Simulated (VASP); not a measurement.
# AlP (F-43m) in VASP: single point with LDA

Aim: the single point of AlP with LDA.

Everything below comes from runs of VASP 6.6.1. Logs are shortened: lines on timing, memory, paths and dates and some standing lists are left out, and cuts for length are marked.

**The experiment to reproduce.**

From a printed reference work, data compilation, for a bulk crystal of AlP at 4.2 K: band gap 2.505 eV (indirect).

How close the calculation comes is told below.

### Step 1. The cell of the first run

Symmetry: F-43m, No. 216, cubic system. Conventional cell: a = 5.434 Å, b = 5.434 Å, c = 5.434 Å, α = 90.00°, β = 90.00°, γ = 90.00°. Al (site symmetry -43m) has 4 P at 2.35 Å within 3.1 Å. P (site symmetry -43m) has 4 Al at 2.35 Å within 3.1 Å.

### Step 2. Single point, LDA

INCAR reads:

```
ALGO     = Normal         # electronic algorithm
EDIFF    = 1E-6           # SCF threshold, eV
ENCUT    = 500            # plane-wave cutoff, eV
GGA      = CA             # functional
GGA_COMPAT= F            
ISIF     = 2              # what is computed and relaxed
ISMEAR   = 0              # smearing method
LASPH    = T              # aspherical terms in the spheres
LCHARG   = F              # write CHGCAR
LREAL    = F              # projectors in reciprocal space
LWAVE    = F              # write WAVECAR
NBANDS   = 11             # bands
NELM     = 120            # most SCF steps
PREC     = Accurate       # precision mode
SIGMA    = 0.05           # smearing width, eV
```

KPOINTS reads:

```
k-points
0
Gamma
  10 10 10
```

POSCAR reads:

```
AlP
1.0
    0.0000000000      2.7169489925      2.7169489925
    2.7169489925      0.0000000000      2.7169489925
    2.7169489925      2.7169489925      0.0000000000
Al P
1 1
Direct
    0.0000000000      0.0000000000      0.0000000000
    0.7500000000      0.7500000000      0.7500000000
```

Potentials or basis: VASP PAW LDA potentials, release 64 (Al, P).

Run with:

```
cat potpaw_LDA.64/Al/POTCAR potpaw_LDA.64/P/POTCAR > POTCAR
mpirun -np 1 vasp_std > vasp.out
```

OUTCAR:

```text
EDIFF = 1E-6
   ENCUT = 500
   GGA = CA
   ISIF = 2
   ISMEAR = 0
   LASPH = T
   LREAL = F
   NELM = 120
   PREC = Accurate

 ion  position               nearest neighbor table
   1  0.000  0.000  0.000-   2 2.35   2 2.35   2 2.35   2 2.35
   2  0.750  0.750  0.750-   1 2.35   1 2.35   1 2.35   1 2.35

  LATTYP: Found a face centered cubic cell.
 ALAT       =     5.4338979850

  Lattice vectors:

 A1 = (   0.0000000000,   2.7169489925,   2.7169489925)
 A2 = (   2.7169489925,   0.0000000000,   2.7169489925)
 A3 = (   2.7169489925,   2.7169489925,   0.0000000000)

Analysis of symmetry for initial positions (statically):
=====================================================================
 Subroutine PRICEL returns:
 Original cell was already a primitive cell.

 Routine SETGRP: Setting up the symmetry group for a
 face centered cubic supercell.

 Subroutine GETGRP returns: Found 24 space group operations
 (whereof 24 operations were pure point group operations)
 out of a pool of 48 trial point group operations.

The static configuration has the point symmetry T_d .

Analysis of symmetry for dynamics (positions and initial velocities):
=====================================================================
 Subroutine PRICEL returns:
 Original cell was already a primitive cell.

 Routine SETGRP: Setting up the symmetry group for a
 face centered cubic supercell.

 Subroutine GETGRP returns: Found 24 space group operations
 (whereof 24 operations were pure point group operations)
 out of a pool of 48 trial point group operations.

The dynamic configuration has the point symmetry T_d .

 Subroutine INISYM returns: Found 24 space group operations
 (whereof 24 operations are pure point group operations),
 and found     1 'primitive' translations

----------------------------------------------------------------------------------------

                                     Primitive cell

  volume of cell :      40.1120

  direct lattice vectors                    reciprocal lattice vectors
     0.000000000  2.716948992  2.716948992    -0.184029955  0.184029955  0.184029955
     2.716948992  0.000000000  2.716948992     0.184029955 -0.184029955  0.184029955
     2.716948992  2.716948992  0.000000000     0.184029955  0.184029955 -0.184029955

  length of vectors
     3.842346113  3.842346113  3.842346113     0.318749232  0.318749232  0.318749232

  position of ions in fractional coordinates (direct lattice)
     0.000000000  0.000000000  0.000000000
     0.750000000  0.750000000  0.750000000

[... 79 lines left out ...]
   NSW    =      0    number of steps for IOM
   IBRION =     -1    ionic relax: 0-MD 1-quasi-New 2-CG
   NFREE  =      0    steps in history (QN), initial steepest desc. (CG)
   ISIF   =      2    stress and relaxation
   ISYM   =      2    0-nonsym 1-usesym 2-fastsym
   POTIM  = 0.5000    time-step for ionic-motion
   TEBEG  =    0.0;   TEEND  =   0.0 temperature during run
   PSTRESS=    0.0 pullay stress
   NELECT =       8.0000    total number of electrons
   NUPDOWN=      -1.0000    fix difference up-down
   EMIN   =  10.00;   EMAX   =-10.00  energy-range for DOS
   EFERMI =   0.00;   METHOD = LEGACY
   ISMEAR =     0;   SIGMA  =   0.05  broadening in eV -4-tet -1-fermi 0-gaus
   EFERMI_NEDOS =   21; number of points for ismear=-14 and -15
   IALGO  =     38    algorithm
   IMIX   =      4    mixing-type and parameters
     AMIX     =   0.40;   BMIX     =  1.00
     AMIX_MAG =   1.60;   BMIX_MAG =  1.00
  volume/ion in A,a.u.               =      20.06       135.34
  Fermi-wavevector in a.u.,A,eV,Ry     =   0.956489  1.807502 12.447580  0.914871
  Thomas-Fermi vector in A             =   2.085422
   LORBIT       =      0    0 simple, 1 ext, 2 COOP (PROOUT), +10 PAW based schemes
   GGA     = CA    functional components
   LHFCALC =     F    Hartree Fock is set to
   AEXX    =    0.0000 exact exchange contribution
   IVDW    =     0    specifies the selected vdW correction
   LEPSILON=     F    determine dielectric tensor
   LRPA    =     F    only Hartree local field effects (RPA)
 non-spin polarized calculation
 Gauss-broadening in eV      SIGMA  =   0.05
  energy-cutoff  :      500.00
  volume of cell :       40.11
 maximum number of plane-waves:      1034
   NGX = 13   NGY = 13   NGZ = 13

 number of electron       8.0000000 magnetization

 Free energy of the ion-electron system (eV)
  ---------------------------------------------------
  ext. energy  EPLUGINS =         0.00000000
  ---------------------------------------------------
  free energy    TOTEN  =       -11.41324585 eV

  energy without entropy =      -11.41324585  energy(sigma->0) =      -11.41324585

 E-fermi :   4.8450     XC(G=0):  -9.5038

 val. band max:        4.5826643200   @ k =   0.0000   0.0000   0.0000
 cond. band min:       5.9972445731   @ k =   0.5000   0.5000   0.0000
 fundamental gap:      1.4145802531
 Fermi energy:         4.8450230160

 k-point     1 :       0.0000    0.0000    0.0000
  band No.  band energies     occupation
      1      -7.0055      2.00000
      2       4.5827      2.00000
      3       4.5827      2.00000
      4       4.5827      2.00000
      5       7.8244      0.00000
      6       9.0755      0.00000
      7       9.0755      0.00000
      8       9.0755      0.00000
      9      13.4121      0.00000
     10      13.4121      0.00000
     11      14.6685      0.00000
[... 309 lines left out ...]
 k-point    24 :       0.4000    0.3000    0.0000
  band No.  band energies     occupation
      1      -5.3120      2.00000
      2       0.2231      2.00000
      3       2.4618      2.00000
      4       2.8000      2.00000
      5       6.8329      0.00000
      6       7.9149      0.00000
      7      12.5221      0.00000
      8      12.7912      0.00000
      9      15.1345      0.00000
     10      16.1103      0.00000
     11      18.1280      0.00000

 [... further k-points ...]
[... 5 lines left out ...]
  --------------------------------------------------------------------------------------
  -------------------------------------------------------------------------------------
  Total        0.0121259      0.0121259      0.0121259     -0.0000000     -0.0000000      0.0000000
  in kB        0.4843389      0.4843389      0.4843389     -0.0000000     -0.0000000      0.0000000
  external PRESSURE =       0.4843389 kB  Pullay stress =       0.0000000 kB

 VOLUME and BASIS-vectors are now :
 -----------------------------------------------------------------------------
  energy-cutoff  :      500.00
  volume of cell :       40.11
      direct lattice vectors                 reciprocal lattice vectors
     0.000000000  2.716948992  2.716948992    -0.184029955  0.184029955  0.184029955
     2.716948992  0.000000000  2.716948992     0.184029955 -0.184029955  0.184029955
     2.716948992  2.716948992  0.000000000     0.184029955  0.184029955 -0.184029955

 POSITION                                       TOTAL-FORCE (eV/Angst)
 -----------------------------------------------------------------------------------
      0.00000      0.00000      0.00000         0.000000      0.000000      0.000000
      4.07542      4.07542      4.07542        -0.000000     -0.000000     -0.000000
 -----------------------------------------------------------------------------------
    total drift:                                0.000000      0.000000      0.000000

  FREE ENERGIE OF THE ION-ELECTRON SYSTEM (eV)
  ---------------------------------------------------
  free  energy   TOTEN  =       -11.4132458456 eV

  energy  without entropy=      -11.4132458456  energy(sigma->0) =      -11.41324585
```

stdout:

```text
POSCAR found type information on POSCAR AlP
 POSCAR found :  2 types and       2 ions
 scaLAPACK will be used
 LDA part: xc-table for (Slater(with rela. corr.)+CA(PZ))
 , standard interpolation
 POSCAR, INCAR and KPOINTS ok, starting setup
 FFT: planning ... GRIDC
 FFT: planning ... GRID_SOFT
 FFT: planning ... GRID
 WAVECAR not read
 entering main loop
```

Wall time 7.3 s (1 thread of Intel Xeon 6975P-C (Granite Rapids), shared host); peak memory 0.14 GiB.

What came out:

```
Free energy            : -11.4132 eV
Pressure               : 0.0 GPa
Band gap on the k mesh : 1.41 eV, indirect (least direct gap 3.24 eV)
```

### Step 3. How close it comes

Step 2. A measured gap of AlP is 2.505 eV (indirect; 4.2 K; a printed reference work, data compilation); the calculated 1.41 eV misses it by -1.09 eV. The value is that of LDA on a finite k mesh, which can miss the band edges, without temperature or zero-point motion. Semilocal functionals fall short of measured gaps as a rule.
